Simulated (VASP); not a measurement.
# Y (Fm-3m) in VASP: a series of runs, part 2 of 2

VASP 6.6.1.

## Step 5: Atomic charges, RPBE+D3, spin-orbit coupling, no magnetisation (cell strained at random at fixed volume)

Input file INCAR:

```
SYSTEM = Y
ALGO = Normal
EDIFF = 1E-6
ENCUT = 520
GGA = RP
GGA_COMPAT = .False.
ISIF = 2
ISMEAR = 1
ISYM = 0
IVDW = 11
LASPH = .True.
LCHARG = .False.
LMAXMIX = 4
LORBIT = 10
LREAL = .False.
LSORBIT = .True.
LWAVE = .False.
MAGMOM = 0 0 0
NELM = 100
PREC = Medium
SIGMA = 0.2
```

Input file KPOINTS:

```
k-points
0
Gamma
  4 4 4
  0 0 0
```

Input file POSCAR:

```
Y
3.6158
   -0.001892250678      0.713960119476      0.700165385254
    0.725082969191     -0.002370982908      0.700644117484
    0.708313789480      0.697669671995      0.014398196803
Y
1
Direct
    0.0000000000      0.0000000000      0.0000000000
```

Potentials or basis: VASP PAW PBE potentials, release 64 (Y_sv).

Run with:

```sh
$ cat potpaw_PBE.64/Y_sv/POTCAR > POTCAR
$ mpirun -np 1 vasp_ncl > vasp.out
```

OUTCAR:

```text
SYSTEM = Y
   EDIFF = 1E-6
   ENCUT = 520
   GGA = RP
   ISIF = 2
   ISMEAR = 1
   ISYM = 0
   IVDW = 11
   LASPH = .True.
   LORBIT = 10
   LREAL = .False.
   LSORBIT = .True.
   NELM = 100
   PREC = Medium
 IVDW          = 11

 ion  position               nearest neighbor table
   1  0.000  0.000  0.000-

IMPORTANT INFORMATION: All symmetrisations will be switched off!
NOSYMM: (Re-)initialisation of all symmetry stuff for point group C_1.

----------------------------------------------------------------------------------------

                                     Primitive cell

  volume of cell :      33.2405

  direct lattice vectors                    reciprocal lattice vectors
    -0.006842000  2.581537000  2.531658000    -0.192273362  0.191087008  0.199626602
     2.621755000 -0.008573000  2.533389000     0.188085384 -0.195070527  0.199422143
     2.561121000  2.522634000  0.052061000     0.197402102  0.200199267 -0.203610120

  length of vectors
     3.615753355  3.645782852  3.595237603     0.336651260  0.336448827  0.347137462

  position of ions in fractional coordinates (direct lattice)
     0.000000000  0.000000000  0.000000000

  ion indices of the primitive-cell ions
[... 657 lines left out ...]
     2.621755000 -0.008573000  2.533389000     0.188085384 -0.195070527  0.199422143
     2.561121000  2.522634000  0.052061000     0.197402102  0.200199267 -0.203610120

 POSITION                                       TOTAL-FORCE (eV/Angst)
 -----------------------------------------------------------------------------------
      0.00000      0.00000      0.00000        -0.000001     -0.000002     -0.000000
 -----------------------------------------------------------------------------------
    total drift:                               -0.000001     -0.000002     -0.000000

  FREE ENERGIE OF THE ION-ELECTRON SYSTEM (eV)
  ---------------------------------------------------
  free  energy   TOTEN  =        -6.4597514971 eV

  energy  without entropy=       -6.4563013316  energy(sigma->0) =       -6.45860144

 Spin-Orbit-Coupling matrix elements

 Ion:    1  E_soc:     -0.0982879
 l=   1
     0.0000000    -0.0162271    -0.0163198
    -0.0162271     0.0000000    -0.0162572
    -0.0163198    -0.0162572     0.0000000
 l=   2
     0.0000000     0.0000169     0.0000000     0.0000082    -0.0001429
     0.0000169     0.0000000    -0.0000946     0.0000340    -0.0000292
     0.0000000    -0.0000946     0.0000000    -0.0001014     0.0000000
     0.0000082     0.0000340    -0.0001014     0.0000000    -0.0000307
    -0.0001429    -0.0000292     0.0000000    -0.0000307     0.0000000
 l=   3
     0.0000000     0.0000000     0.0000000     0.0000000     0.0000000    -0.0000000     0.0000000
     0.0000000     0.0000000     0.0000000     0.0000000     0.0000000     0.0000000     0.0000000
     0.0000000     0.0000000     0.0000000     0.0000000    -0.0000000     0.0000000     0.0000000
     0.0000000     0.0000000     0.0000000     0.0000000     0.0000000     0.0000000     0.0000000
     0.0000000     0.0000000    -0.0000000     0.0000000     0.0000000     0.0000000     0.0000000
    -0.0000000     0.0000000     0.0000000     0.0000000     0.0000000     0.0000000     0.0000000
     0.0000000     0.0000000     0.0000000     0.0000000     0.0000000     0.0000000     0.0000000

 total charge

# of ion       s       p       d       f       tot
--------------------------------------------------
    1        2.273   6.238   0.900   0.006   9.415

 magnetization (x)

# of ion       s       p       d       f       tot
--------------------------------------------------
    1        0.000  -0.000  -0.000  -0.000  -0.000

 magnetization (y)

# of ion       s       p       d       f       tot
--------------------------------------------------
    1       -0.000   0.000   0.000   0.000   0.000

 magnetization (z)

# of ion       s       p       d       f       tot
--------------------------------------------------
    1       -0.000   0.000   0.000   0.000   0.000
```

Wall time 33 s (1 thread of Intel Xeon Platinum 8488C (Sapphire Rapids), shared host); peak memory 0.19 GiB.

These settings aren't checked as converged (typed here: k = 4 × 4 × 4; ISYM = 0; PREC = Medium): the numbers below hold their error.

What came out:

```yaml
Free_energy: -6.4598 eV
Pressure: -0.1 GPa
Valence_electrons_inside_the_program's_atomic_spheres: Y 9.41
Dispersion_energy_per_atom: -0.343 eV
```

Caveat: the k mesh is coarse (spacing up to 0.55 Å⁻¹), so the values aren't converged; the PAW data sets were made with another functional, which shifts forces and pressure a little.

## Step 6: Relaxation of the atoms, PBE+dDsC, spin-orbit coupling, no magnetisation (cell strained at random at fixed volume)

Input file INCAR:

```
SYSTEM = Y
  ALGO = Normal
  EDIFF = 1E-7
  EDIFFG = -0.01
  ENCUT = 520
  GGA = PE
  GGA_COMPAT = .FALSE.
  IBRION = 2
  ISIF = 2
  ISMEAR = 1
  IVDW = 4
  LASPH = .TRUE.
  LCHARG = .FALSE.
  LMAXMIX = 4
  LNONCOLLINEAR = .TRUE.
  LORBIT = 11
  LREAL = .FALSE.
  LSORBIT = .TRUE.
  LWAVE = .FALSE.
  MAGMOM = 0 0 0
  NELM = 80
  NSW = 40
  PREC = Accurate
  SIGMA = 0.1
```

Input file KPOINTS:

```
k-points
0
G
  7 7 7
  0 0 0
```

Input file POSCAR:

```
Y
3.5319
    0.002420227073      0.710193380334      0.704009456666
    0.707263512557     -0.007548911351      0.713978595090
    0.727750502562      0.740649791897     -0.028036184490
Y
1
Direct
    0.0023360000     -0.0005020000     -0.0147950000
```

Potentials or basis: VASP PAW PBE potentials, release 64 (Y_sv).

Run with:

```sh
$ cat potpaw_PBE.64/Y_sv/POTCAR > POTCAR
$ mpirun -np 1 vasp_ncl > vasp.out
```

OUTCAR:

```text
SYSTEM = Y
   EDIFF = 1E-7
   EDIFFG = -0.01
   ENCUT = 520
   GGA = PE
   IBRION = 2
   ISIF = 2
   ISMEAR = 1
   IVDW = 4
   LASPH = .TRUE.
   LNONCOLLINEAR = .TRUE.
   LORBIT = 11
   LREAL = .FALSE.
   LSORBIT = .TRUE.
   NELM = 80
   NSW = 40
   PREC = Accurate
  IVDW =   4

 ion  position               nearest neighbor table
   1  0.002  0.999  0.985-

  Warning from LATTYP: Got some problem with cell dimensions!
  Tried to take original basis but could not verify dimensions!
  LATTYP: Found a triclinic cell.
 ALAT       =     3.5319173240
 B/A-ratio  =     1.0050045711
 C/A-ratio  =     1.0309762340
 COS(alpha) =     0.0095499986
 COS(beta)  =     0.4771951144
 COS(gamma) =     0.4965085268

  Lattice vectors:

 A1 = (  -0.0085480000,  -2.5083320000,  -2.4864910000)
 A2 = (  -2.4979840000,   0.0266620000,  -2.5217010000)
 A3 = (   2.5617940000,   0.1075690000,  -2.5855120000)

Analysis of symmetry for initial positions (statically):
=====================================================================
 Subroutine PRICEL returns:
 Original cell was already a primitive cell.

 Routine SETGRP: Setting up the symmetry group for a
 triclinic supercell.

 Subroutine GETGRP returns: Found  2 space group operations
 (whereof  1 operations were pure point group operations)
 out of a pool of  2 trial point group operations.

The static configuration has the point symmetry C_1 .
 The point group associated with its full space group is S_2 .

Analysis of symmetry for dynamics (positions and initial velocities):
=====================================================================
 Subroutine PRICEL returns:
 Original cell was already a primitive cell.

 Routine SETGRP: Setting up the symmetry group for a
 triclinic supercell.

 Subroutine GETGRP returns: Found  2 space group operations
 (whereof  1 operations were pure point group operations)
 out of a pool of  2 trial point group operations.
[... 688 lines left out ...]
   -----------------------------------------------------------
      1     Y           0.000          0.000          1.124

  dDsC method for vdW energy calculation

  Number of pair interactions contributing to vdW energy:   15756

  Edisp (eV):   -0.19764

  FORCE on cell =-STRESS in cart. coord.  units (eV):
  Direction    XX          YY          ZZ          XY          YZ          ZX
  --------------------------------------------------------------------------------------
  -------------------------------------------------------------------------------------
  Total      -0.34120    -0.45322    -0.39524    -0.20203     0.34021     0.15897
  in kB     -16.44555   -21.84481   -19.05057    -9.73780    16.39805     7.66206
  external pressure =      -19.11 kB  Pullay stress =        0.00 kB

 VOLUME and BASIS-vectors are now :
 -----------------------------------------------------------------------------
  energy-cutoff  :      520.00
  volume of cell :       33.24
      direct lattice vectors                 reciprocal lattice vectors
     0.008548000  2.508332000  2.486491000    -0.198368908  0.202433433  0.198643550
     2.497984000 -0.026662000  2.521701000     0.203149577 -0.192294949  0.193285659
     2.570342000  2.615901000 -0.099021000     0.192282298  0.186208413 -0.188505066

 POSITION                                       TOTAL-FORCE (eV/Angst)
 -----------------------------------------------------------------------------------
      5.02906      2.55641      2.42869         0.000000      0.000000     -0.000000
 -----------------------------------------------------------------------------------
    total drift:                               -0.000001     -0.000001      0.000001

  FREE ENERGIE OF THE ION-ELECTRON SYSTEM (eV)
  ---------------------------------------------------
  free  energy   TOTEN  =        -6.6398779540 eV

  energy  without entropy=       -6.6400132908  energy(sigma->0) =       -6.63992307

 reached required accuracy - stopping structural energy minimisation

 Spin-Orbit-Coupling matrix elements

 Ion:    1  E_soc:     -0.0983866
 l=   1
     0.0000000    -0.0162582    -0.0162520
    -0.0162582     0.0000000    -0.0162428
    -0.0162520    -0.0162428     0.0000000
 l=   2
     0.0000000    -0.0000097     0.0000000    -0.0000061    -0.0001388
    -0.0000097     0.0000000    -0.0001059    -0.0000075    -0.0000346
     0.0000000    -0.0001059     0.0000000    -0.0001029     0.0000000
    -0.0000061    -0.0000075    -0.0001029     0.0000000    -0.0000346
    -0.0001388    -0.0000346     0.0000000    -0.0000346     0.0000000
 l=   3
     0.0000000    -0.0000000     0.0000000     0.0000000     0.0000000     0.0000000     0.0000000
    -0.0000000     0.0000000     0.0000000     0.0000000     0.0000000     0.0000000     0.0000000
     0.0000000     0.0000000     0.0000000     0.0000000     0.0000000     0.0000000     0.0000000
     0.0000000     0.0000000     0.0000000     0.0000000     0.0000000     0.0000000     0.0000000
     0.0000000     0.0000000     0.0000000     0.0000000     0.0000000     0.0000000     0.0000000
     0.0000000     0.0000000     0.0000000     0.0000000     0.0000000     0.0000000     0.0000000
     0.0000000     0.0000000     0.0000000     0.0000000     0.0000000     0.0000000     0.0000000

 total charge

# of ion       s       p       d       f       tot
--------------------------------------------------
    1        2.279   6.210   0.928   0.006   9.423

 magnetization (x)

# of ion       s       p       d       f       tot
--------------------------------------------------
    1       -0.000   0.000   0.000   0.000   0.000

 magnetization (y)

# of ion       s       p       d       f       tot
--------------------------------------------------
    1        0.000   0.000   0.000   0.000   0.000

 magnetization (z)

# of ion       s       p       d       f       tot
--------------------------------------------------
    1       -0.000   0.000  -0.000  -0.000  -0.000
```

CONTCAR:

```text
Y
   3.53190000000000
     0.0024202270730000    0.7101933803340000    0.7040094566660000
     0.7072635125570000   -0.0075489113510000    0.7139785950900001
     0.7277505025620001    0.7406497918970000   -0.0280361844900000
  Y
     1
Direct
     0.0023359999999997    0.9994980000000027    0.9852050000000006

  0.00000000E+00  0.00000000E+00  0.00000000E+00
```

It took 3.7 min on 1 thread of Intel Xeon Platinum 8488C (Sapphire Rapids), shared host; peak memory 0.36 GiB.

What came out:

| Quantity | Value |
| --- | --- |
| Free energy | -6.6399 eV |
| Pressure after relaxing | -1.9 GPa |
| Valence electrons inside the program's atomic spheres | Y 9.42 |
| Dispersion energy per atom | -0.198 eV |

Final structure:
```
CELL_PARAMETERS angstrom
0.00855 2.50833 2.48649
2.49798 -0.02666 2.52170
2.57034 2.61590 -0.09902
ATOMIC_POSITIONS crystal
Y 0.00234 0.99950 0.98520
```

Caveat: the relaxation stopped at its first step, so nothing moved.

## Step 7: For comparison

An earlier run on the cell as given: functional PBE; potentials or basis VASP PAW PBE potentials, release 64 (Y_sv); cutoff 520 eV; k mesh 9 × 9 × 9; occupations fermi-dirac, width 0.05 eV; no spin polarisation.

* Pressure: -0.9 GPa
* Band gap on the k mesh: none (metal or under the smearing width)

## Step 8: Summary

| task | level | spin | cell | k mesh | cutoff (eV) | smearing | other keys | gap on the mesh (eV) | pressure (GPa) |
| --- | --- | --- | --- | --- | --- | --- | --- | --- | --- |
| relaxation of shape and atoms at fixed volume | PW91+D4 | SOC, no magnetisation | relaxed at fixed volume | 7 × 7 × 7 | 600 | fermi-dirac 0.1 eV | ISIF = 4; LASPH = no | - | -2.1 |
| single point | RPBE | off | as given | 9 × 9 × 9 | 500 | gaussian 0.1 eV | - | none | 0.6 |
| relaxation of the atoms | PBE+dDsC | SOC, no magnetisation | atoms relaxed from: cell strained at random at fixed volume | 7 × 7 × 7 | 520 | methfessel-paxton 0.1 eV | - | - | -1.9 |
| single point | PBE | off | as given | 9 × 9 × 9 | 520 | fermi-dirac 0.05 eV | - | none | -0.9 |

Alike in all rows: potentials or basis VASP PAW PBE potentials, release 64 (Y_sv).

Caveats: the relaxation stopped at its first step, so nothing moved (some runs); the PAW data sets were made with another functional, which shifts forces and pressure a little (some runs).

Absolute energies hang on the potentials; compare differences alone.
